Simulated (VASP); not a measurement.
# Pd (Im-3m) in VASP: further runs

The runs below take Pd through relaxation of cell and atoms, single point, with PBE.

All numbers are computed with VASP 6.6.1; they aren't measurements. Logs are shortened: lines on timing, memory, paths and dates and some standing lists are left out, and cuts for length are marked.

## Step 1: Starting point

It takes space group Im-3m (No. 229, cubic). The conventional cell has a = 3.145 Å, b = 3.145 Å, c = 3.145 Å, α = 90.00°, β = 90.00°, γ = 90.00°. Pd (site symmetry m-3m) has 8 Pd at 2.72 Å as nearest neighbours.

This isn't the form of Pd at room conditions, which is fcc.

## Step 2: Relaxation of cell and atoms, PBE

INCAR

```
ALGO = Normal ; EDIFF = 1E-6
EDIFFG = -0.005 ; ENCUT = 600
GGA = PE ; IBRION = 2
ISIF = 3 ; ISMEAR = 0
LASPH = T ; LCHARG = F
LREAL = F ; LWAVE = F
NELM = 80 ; NSW = 100
PREC = Accurate ; SIGMA = 0.1
```

KPOINTS

```
k-points
0
Gamma
  18 18 18
```

POSCAR

```
Pd
1.0
   -1.5722810000      1.5722810000      1.5722810000
    1.5722810000     -1.5722810000      1.5722810000
    1.5722810000      1.5722810000     -1.5722810000
Pd
1
Direct
    0.0000000000      0.0000000000      0.0000000000
```

Potentials or basis: VASP PAW PBE potentials, release 64 (Pd).

On the command line:

```sh
$ cat potpaw_PBE.64/Pd/POTCAR > POTCAR
$ mpirun -np 1 vasp_std > vasp.out
```

OUTCAR:

```text
EDIFF = 1E-6
   EDIFFG = -0.005
   ENCUT = 600
   GGA = PE
   IBRION = 2
   ISIF = 3
   ISMEAR = 0
   LASPH = T
   LREAL = F
   NELM = 80
   NSW = 100
   PREC = Accurate

 ion  position               nearest neighbor table
   1  0.000  0.000  0.000-

  LATTYP: Found a body centered cubic cell.
 ALAT       =     3.1445620000

  Lattice vectors:

 A1 = (  -1.5722810000,   1.5722810000,   1.5722810000)
 A2 = (   1.5722810000,  -1.5722810000,   1.5722810000)
 A3 = (   1.5722810000,   1.5722810000,  -1.5722810000)

Analysis of symmetry for initial positions (statically):
=====================================================================
 Subroutine PRICEL returns:
 Original cell was already a primitive cell.

 Routine SETGRP: Setting up the symmetry group for a
 body centered cubic supercell.

 Subroutine GETGRP returns: Found 48 space group operations
 (whereof 48 operations were pure point group operations)
 out of a pool of 48 trial point group operations.

The static configuration has the point symmetry O_h .

Analysis of symmetry for dynamics (positions and initial velocities):
=====================================================================
 Subroutine PRICEL returns:
 Original cell was already a primitive cell.

 Routine SETGRP: Setting up the symmetry group for a
 body centered cubic supercell.

 Subroutine GETGRP returns: Found 48 space group operations
 (whereof 48 operations were pure point group operations)
 out of a pool of 48 trial point group operations.

The dynamic configuration has the point symmetry O_h .

 Subroutine INISYM returns: Found 48 space group operations
 (whereof 48 operations are pure point group operations),
 and found     1 'primitive' translations

----------------------------------------------------------------------------------------

                                     Primitive cell

  volume of cell :      15.5471

  direct lattice vectors                    reciprocal lattice vectors
    -1.572281000  1.572281000  1.572281000     0.000000000  0.318009313  0.318009313
     1.572281000 -1.572281000  1.572281000     0.318009313  0.000000000  0.318009313
     1.572281000  1.572281000 -1.572281000     0.318009313  0.318009313  0.000000000

  length of vectors
     2.723270576  2.723270576  2.723270576     0.449733083  0.449733083  0.449733083

  position of ions in fractional coordinates (direct lattice)
     0.000000000  0.000000000  0.000000000

  ion indices of the primitive-cell ions
   primitive index   ion index
                 1           1

----------------------------------------------------------------------------------------

 KPOINTS: k-points

Automatic generation of k-mesh.
 Grid dimensions read from file:
 generate k-points for:   18   18   18

 Generating k-lattice:

  Cartesian coordinates                     Fractional coordinates (reciprocal lattice)
     0.000000000  0.017667184  0.017667184     0.055555556  0.000000000  0.000000000
     0.017667184  0.000000000  0.017667184     0.000000000  0.055555556  0.000000000
     0.017667184  0.017667184  0.000000000     0.000000000  0.000000000  0.055555556

  Length of vectors
     0.024985171  0.024985171  0.024985171

  Shift w.r.t. Gamma in fractional coordinates (k-lattice)
     0.000000000  0.000000000  0.000000000

 Subroutine IBZKPT returns following result:
 ===========================================

 Found    195 irreducible k-points:

 Following reciprocal coordinates:
            Coordinates               Weight
  0.000000  0.000000  0.000000      1.000000
  0.055556  0.000000  0.000000     12.000000
  0.111111  0.000000  0.000000     12.000000
  0.166667  0.000000  0.000000     12.000000
  0.222222  0.000000  0.000000     12.000000
  0.277778  0.000000  0.000000     12.000000
[... 16 lines left out ...]
  0.333333  0.111111  0.000000     48.000000
  0.388889  0.111111 -0.000000     48.000000
 [... further k-points ...]
   k-points           NKPTS =    195   k-points in BZ     NKDIM =    195   number of bands    NBANDS=      9
   number of dos      NEDOS =    301   number of ions     NIONS =      1
   total plane-waves  NPLWV =  13824
   dimension x,y,z NGX =    24 NGY =   24 NGZ =   24
   dimension x,y,z NGXF=    48 NGYF=   48 NGZF=   48
   ions per type =               1
   NGX,Y,Z   is equivalent  to a cutoff of  14.65, 14.65, 14.65 a.u.
   NGXF,Y,Z  is equivalent  to a cutoff of  29.30, 29.30, 29.30 a.u.
 SYSTEM =  unknown system
   PREC   = accura    normal or accurate (medium, high low for compatibility)
   ISTART =      0    job   : 0-new  1-cont  2-samecut
   ICHARG =      2    charge: 1-file 2-atom 10-const
   ISPIN  =      1    spin polarized calculation?
   LNONCOLLINEAR =      F non collinear calculations
   LSORBIT =      F    spin-orbit coupling
   LASPH  =      T    aspherical Exc in radial PAW
   ENCUT  =  600.0 eV  44.10 Ry    6.64 a.u.   5.44  5.44  5.44*2*pi/ulx,y,z
   NELM   =     80;   NELMIN=  2; NELMDL= -5     # of ELM steps
   EDIFF  = 0.1E-05   stopping-criterion for ELM
   LREAL  =      F    real-space projection
   EDIFFG = -.5E-02   stopping-criterion for IOM
   NSW    =    100    number of steps for IOM
   IBRION =      2    ionic relax: 0-MD 1-quasi-New 2-CG
   NFREE  =      1    steps in history (QN), initial steepest desc. (CG)
   ISIF   =      3    stress and relaxation
   ISYM   =      2    0-nonsym 1-usesym 2-fastsym
   POTIM  = 0.5000    time-step for ionic-motion
   TEBEG  =    0.0;   TEEND  =   0.0 temperature during run
   PSTRESS=    0.0 pullay stress
   NELECT =      10.0000    total number of electrons
   NUPDOWN=      -1.0000    fix difference up-down
   EMIN   =  10.00;   EMAX   =-10.00  energy-range for DOS
   EFERMI =   0.00;   METHOD = LEGACY
   ISMEAR =     0;   SIGMA  =   0.10  broadening in eV -4-tet -1-fermi 0-gaus
   EFERMI_NEDOS =   21; number of points for ismear=-14 and -15
   IALGO  =     38    algorithm
   IMIX   =      4    mixing-type and parameters
     AMIX     =   0.40;   BMIX     =  1.00
     AMIX_MAG =   1.60;   BMIX_MAG =  1.00
  volume/ion in A,a.u.               =      15.55       104.92
  Fermi-wavevector in a.u.,A,eV,Ry     =   1.413160  2.670485 27.171123  1.997021
  Thomas-Fermi vector in A             =   2.534834
   LORBIT       =      0    0 simple, 1 ext, 2 COOP (PROOUT), +10 PAW based schemes
   GGA     = PE    functional components
   LHFCALC =     F    Hartree Fock is set to
   AEXX    =    0.0000 exact exchange contribution
   IVDW    =     0    specifies the selected vdW correction
   LEPSILON=     F    determine dielectric tensor
   LRPA    =     F    only Hartree local field effects (RPA)
 conjugate gradient relaxation of ions
 non-spin polarized calculation
 Gauss-broadening in eV      SIGMA  =   0.10
  energy-cutoff  :      600.00
  volume of cell :       15.55
 maximum number of plane-waves:       537
 NGX is ok and might be reduce to    24
   NGX = 11   NGY = 11   NGZ = 11

--------------------------------------- Ionic step        1  -------------------------------------------

 number of electron      10.0000002 magnetization

 Free energy of the ion-electron system (eV)
  ---------------------------------------------------
  ext. energy  EPLUGINS =         0.00000000
  ---------------------------------------------------
  free energy    TOTEN  =        -5.17838510 eV

  energy without entropy =       -5.17181096  energy(sigma->0) =       -5.17509803

------------------------ aborting loop because EDIFF is reached ----------------------------------------

  FORCE on cell =-STRESS in cart. coord.  units (eV):
  Direction    XX          YY          ZZ          XY          YZ          ZX
  --------------------------------------------------------------------------------------
  -------------------------------------------------------------------------------------
  Total       -0.1430834     -0.1430834     -0.1430834      0.0000000      0.0000000      0.0000000
  in kB      -14.7451526    -14.7451526    -14.7451526      0.0000000      0.0000000      0.0000000
  external PRESSURE =     -14.7451526 kB  Pullay stress =       0.0000000 kB
[... 55 lines left out ...]
  energy  without entropy=       -5.1716425535  energy(sigma->0) =       -5.17480502

--------------------------------------- Ionic step        3  -------------------------------------------

 number of electron      10.0000003 magnetization

 Free energy of the ion-electron system (eV)
  ---------------------------------------------------
  ext. energy  EPLUGINS =         0.00000000
  ---------------------------------------------------
  free energy    TOTEN  =        -5.17905003 eV

  energy without entropy =       -5.17258797  energy(sigma->0) =       -5.17581900

 E-fermi :   9.0601     XC(G=0): -12.9090

 val. band max:        9.0469673533   @ k =  -0.4444  -0.4444   0.3333
 cond. band min:       9.0661827372   @ k =   0.5000   0.5000   0.4444
 fundamental gap:      0.0192153839
 Fermi energy:         9.0601348447

 k-point     1 :       0.0000    0.0000    0.0000
  band No.  band energies     occupation
      1       2.2652      2.00000
      2       6.2951      2.00000
      3       6.2951      2.00000
      4       6.2951      2.00000
      5       8.1634      2.00000
      6       8.1634      2.00000
      7      28.3576      0.00000
      8      28.3576      0.00000
      9      28.3576      0.00000
[... 265 lines left out ...]
 k-point    24 :       0.3889    0.1111   -0.0000
  band No.  band energies     occupation
      1       4.3592      2.00000
      2       5.2804      2.00000
      3       7.7505      2.00000
      4       8.0640      2.00000
      5       8.8303      1.99885
      6      11.4887      0.00000
      7      17.4101      0.00000
      8      23.5806      0.00000
      9      25.8800      0.00000

 [... further k-points ...]

------------------------ aborting loop because EDIFF is reached ----------------------------------------

  FORCE on cell =-STRESS in cart. coord.  units (eV):
  Direction    XX          YY          ZZ          XY          YZ          ZX
  --------------------------------------------------------------------------------------
  -------------------------------------------------------------------------------------
  Total       -0.0029253     -0.0029253     -0.0029253     -0.0000000     -0.0000000     -0.0000000
  in kB       -0.3041716     -0.3041716     -0.3041716     -0.0000000     -0.0000000     -0.0000000
  external PRESSURE =      -0.3041716 kB  Pullay stress =       0.0000000 kB
[... 16 lines left out ...]
  FREE ENERGIE OF THE ION-ELECTRON SYSTEM (eV)
  ---------------------------------------------------
  free  energy   TOTEN  =        -5.1790500305 eV

  energy  without entropy=       -5.1725879704  energy(sigma->0) =       -5.17581900

 reached required accuracy - stopping structural energy minimisation
```

Run time: 20 s. Hardware: 1 thread of Intel Xeon 6975P-C (Granite Rapids), shared host; peak memory 0.16 GiB.

What came out:

* Free energy: -5.1791 eV
* Relaxed volume: 15.41 Å³/atom
* Relaxed cell: a = 2.715 Å, b = 2.715 Å, c = 2.715 Å, α = 109.47°, β = 109.47°, γ = 109.47°
* Space group after relaxing (to 0.05 Å): Im-3m (No. 229)
* Energy gained by relaxing: 0.7 meV/atom
* Ionic steps: 3
* Pressure after relaxing: 0.0 GPa
* Band gap on the k mesh: none (metal or under the smearing width)

Step by step:
```
step  energy change (eV)  largest force (eV/Å)  pressure (GPa)  volume (Å³)
   1              0.0000                0.0000           -1.47        15.55
   2              0.0004                0.0000            1.86        15.23
   3             -0.0007                0.0000           -0.03        15.41
```

Final structure:
```
Pd
1.0
    -1.56759    1.56759    1.56759
     1.56759   -1.56759    1.56759
     1.56759    1.56759   -1.56759
Pd
1
Direct
  0.00000 0.00000 0.00000
```

Levels at points of the mesh, in eV from the Fermi level:
```
           k point  band 1  band 2  band 3  band 4  band 5  band 6  band 7  band 8  band 9
(0.00, 0.00, 0.00)   -6.79   -2.77   -2.77   -2.77   -0.90   -0.90   19.30   19.30   19.30
(0.50, 0.00, 0.00)   -4.97   -3.89   -0.97   -0.68    0.56    1.49    7.61   15.05   17.46
(0.50, 0.50, 0.50)   -4.89   -4.89    0.20    0.20    0.20    9.10    9.10    9.10   17.06
```

## Step 3: Single point, PBE

This run uses another cell than the first one, of 14.98 Å³/atom, 0.963 times its volume.

INCAR

```
  PREC = Accurate
  ENCUT = 520
  EDIFF = 1E-6
  ISMEAR = 0
  SIGMA = 0.1
  LREAL = F
  LASPH = T
  NELM = 60
  ALGO = Normal
  ISIF = 2
  LWAVE = F
  LCHARG = F
  GGA = PE
  NBANDS = 11
```

KPOINTS

```
regular mesh
0
Gamma
  18 18 18
```

POSCAR

```
Pd
1.0
   -1.5527795287      1.5527795287      1.5527795287
    1.5527795287     -1.5527795287      1.5527795287
    1.5527795287      1.5527795287     -1.5527795287
Pd
1
Direct
    0.0000000000      0.0000000000      0.0000000000
```

Potentials or basis: VASP PAW PBE potentials, release 64 (Pd).

On the command line:

```sh
$ cat potpaw_PBE.64/Pd/POTCAR > POTCAR
$ mpirun -np 1 vasp_std > vasp.out
```

OUTCAR:

```text
PREC = Accurate
   ENCUT = 520
   EDIFF = 1E-6
   ISMEAR = 0
   LREAL = F
   LASPH = T
   NELM = 60
   ISIF = 2
   GGA = PE

 ion  position               nearest neighbor table
   1  0.000  0.000  0.000-

  LATTYP: Found a body centered cubic cell.
 ALAT       =     3.1055590574

  Lattice vectors:

 A1 = (  -1.5527795287,   1.5527795287,   1.5527795287)
 A2 = (   1.5527795287,  -1.5527795287,   1.5527795287)
 A3 = (   1.5527795287,   1.5527795287,  -1.5527795287)

Analysis of symmetry for initial positions (statically):
=====================================================================
 Subroutine PRICEL returns:
 Original cell was already a primitive cell.

 Routine SETGRP: Setting up the symmetry group for a
 body centered cubic supercell.

 Subroutine GETGRP returns: Found 48 space group operations
 (whereof 48 operations were pure point group operations)
 out of a pool of 48 trial point group operations.

The static configuration has the point symmetry O_h .

Analysis of symmetry for dynamics (positions and initial velocities):
=====================================================================
 Subroutine PRICEL returns:
 Original cell was already a primitive cell.

 Routine SETGRP: Setting up the symmetry group for a
 body centered cubic supercell.

 Subroutine GETGRP returns: Found 48 space group operations
 (whereof 48 operations were pure point group operations)
 out of a pool of 48 trial point group operations.

The dynamic configuration has the point symmetry O_h .

 Subroutine INISYM returns: Found 48 space group operations
 (whereof 48 operations are pure point group operations),
 and found     1 'primitive' translations

----------------------------------------------------------------------------------------

                                     Primitive cell

  volume of cell :      14.9758

  direct lattice vectors                    reciprocal lattice vectors
[... 110 lines left out ...]
   GGA     = PE    functional components
   LHFCALC =     F    Hartree Fock is set to
   AEXX    =    0.0000 exact exchange contribution
   IVDW    =     0    specifies the selected vdW correction
   LEPSILON=     F    determine dielectric tensor
   LRPA    =     F    only Hartree local field effects (RPA)
 non-spin polarized calculation
 Gauss-broadening in eV      SIGMA  =   0.10
  energy-cutoff  :      520.00
  volume of cell :       14.98
 maximum number of plane-waves:       418
   NGX =  9   NGY =  9   NGZ =  9

 number of electron      10.0000003 magnetization

 Free energy of the ion-electron system (eV)
  ---------------------------------------------------
  ext. energy  EPLUGINS =         0.00000000
  ---------------------------------------------------
  free energy    TOTEN  =        -5.17190086 eV

  energy without entropy =       -5.16575138  energy(sigma->0) =       -5.16882612

 E-fermi :   9.5271     XC(G=0): -13.0851

 val. band max:        9.5130770529   @ k =  -0.4444  -0.4444   0.3333
 cond. band min:       9.5337731581   @ k =   0.5000   0.5000   0.4444
 fundamental gap:      0.0206961052
 Fermi energy:         9.5271276573

 k-point     1 :       0.0000    0.0000    0.0000
  band No.  band energies     occupation
      1       2.5147      2.00000
      2       6.6341      2.00000
      3       6.6341      2.00000
      4       6.6341      2.00000
      5       8.5843      2.00000
      6       8.5843      2.00000
      7      28.8891      0.00000
      8      28.8891      0.00000
      9      28.8891      0.00000
     10      35.9931      0.00000
     11      37.3104      0.00000
[... 309 lines left out ...]
 k-point    24 :       0.3889    0.1111    0.0000
  band No.  band energies     occupation
      1       4.6156      2.00000
      2       5.5709      2.00000
      3       8.1439      2.00000
      4       8.4826      2.00000
      5       9.2814      1.99949
      6      11.9854      0.00000
      7      18.1021      0.00000
      8      24.2001      0.00000
      9      26.5978      0.00000
     10      33.4539      0.00000
     11      35.8676      0.00000

 [... further k-points ...]

------------------------ aborting loop because EDIFF is reached ----------------------------------------

  FORCE on cell =-STRESS in cart. coord.  units (eV):
  Direction    XX          YY          ZZ          XY          YZ          ZX
  --------------------------------------------------------------------------------------
  -------------------------------------------------------------------------------------
  Total        0.4750650      0.4750650      0.4750650     -0.0000000      0.0000000      0.0000000
  in kB       50.8246353     50.8246353     50.8246353     -0.0000000      0.0000000      0.0000000
  external PRESSURE =      50.8246353 kB  Pullay stress =       0.0000000 kB

 VOLUME and BASIS-vectors are now :
 -----------------------------------------------------------------------------
  energy-cutoff  :      520.00
  volume of cell :       14.98
      direct lattice vectors                 reciprocal lattice vectors
    -1.552779529  1.552779529  1.552779529     0.000000000  0.322003215  0.322003215
     1.552779529 -1.552779529  1.552779529     0.322003215  0.000000000  0.322003215
     1.552779529  1.552779529 -1.552779529     0.322003215  0.322003215  0.000000000

 POSITION                                       TOTAL-FORCE (eV/Angst)
 -----------------------------------------------------------------------------------
      0.00000      0.00000      0.00000         0.000000      0.000000      0.000000
 -----------------------------------------------------------------------------------
    total drift:                                0.000000      0.000000      0.000000

  FREE ENERGIE OF THE ION-ELECTRON SYSTEM (eV)
  ---------------------------------------------------
  free  energy   TOTEN  =        -5.1719008554 eV

  energy  without entropy=       -5.1657513792  energy(sigma->0) =       -5.16882612
```

stdout:

```text
POSCAR found type information on POSCAR Pd
 POSCAR found :  1 types and       1 ions
 scaLAPACK will be used
 LDA part: xc-table for (Slater+PW92), standard interpolation
 POSCAR, INCAR and KPOINTS ok, starting setup
 FFT: planning ... GRIDC
 FFT: planning ... GRID_SOFT
 FFT: planning ... GRID
 WAVECAR not read
 entering main loop
```

Wall time 9.8 s (1 thread of Intel Xeon 6975P-C (Granite Rapids), shared host); peak memory 0.14 GiB.

Results:

```
Free energy            : -5.1719 eV
Pressure               : 5.1 GPa
Band gap on the k mesh : none (metal or under the smearing width)
```
